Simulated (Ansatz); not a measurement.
## InSb: Electric field gradients

The cell is an entry of the Crystallography Open Database (COD) whose atoms were relaxed with PBE, the cell held.

```cif
data_structure
_symmetry_space_group_name_H-M 'P 1'
_symmetry_Int_Tables_number 1
_cell_length_a 5.3570
_cell_length_b 5.7120
_cell_length_c 3.0630
_cell_angle_alpha 90.000
_cell_angle_beta 90.000
_cell_angle_gamma 90.000
_cell_volume 93.73
loop_
_atom_site_label
_atom_site_type_symbol
_atom_site_fract_x
_atom_site_fract_y
_atom_site_fract_z
_atom_site_occupancy
In1 In 0.00000 0.00000 0.17224 1
In2 In 0.50000 0.50000 0.82776 1
Sb3 Sb 0.50000 0.00000 0.71496 1
Sb4 Sb 0.00000 0.50000 0.28504 1
```

Atom numbers follow the list; atoms alike are taken as one site, whose name carries the number of the first.

Method: Kohn–Sham DFT in Ansatz, PBE, plane waves and PAW, scalar-relativistic, 420 eV cutoff, Γ-centred 9×8×15 k-points, Fermi–Dirac smearing 0.05 eV.

V_zz is the principal component of the electric field gradient with the largest magnitude, η = (V_xx − V_yy)/V_zz and C_Q = eQV_zz/h.

115In: I = 9/2, Q = 772.0 mb; Sb-121: I = 5/2, Q = -543.0 mb. Q values from Pyykkö, Mol. Phys. 116, 1328 (2018).

(1) Give the quadrupolar parameters of the distinct sites.

Results:

(1) 

| site | atoms (order as listed) | first shell | V_xx, V_yy, V_zz (10²¹ V/m²) | η | C_Q (MHz) |
| --- | --- | --- | --- | --- | --- |
| In | 1, 2 | 6 Sb at 2.88–3.15 Å, 2 In at 3.06 Å | 1.83, 3.83, -5.66 | 0.35 | -106 |
| Sb | 3, 4 | 6 In at 2.88–3.15 Å, 2 Sb at 3.06 Å; also 2 In at 3.94 Å | -0.31, -11.72, 12.03 | 0.95 | -158 |

At this cell the PBE pressure is 14 GPa, so with PBE the cell would grow if it were relaxed. The entry's cell may itself be off. The run finds no gap above 0.1 eV (a metal, or nearly one), so the gradients can move by 10 % or more with the k-mesh. Without spin–orbit coupling (the program notes it for In and Sb) the gradients can shift somewhat, as the gap is small. With these PAW files V_zz is typically within 2 to 3 % of all-electron values, but misses above 10 % occur on Sb. Where η is near 1 the sign of V_zz means little.

The relaxation (5 steps) took 2.3 min of wall time (2.3 min of CPU time) and 0.9 GiB at its peak, on 1 thread of Intel Xeon Platinum 8259CL CPU @ 2.50GHz (Skylake/Cascade Lake) (x86_64; 16 cores open to the job, memory cap 3.0 GiB, no GPU), a shared host with a load of 0.4 a core.
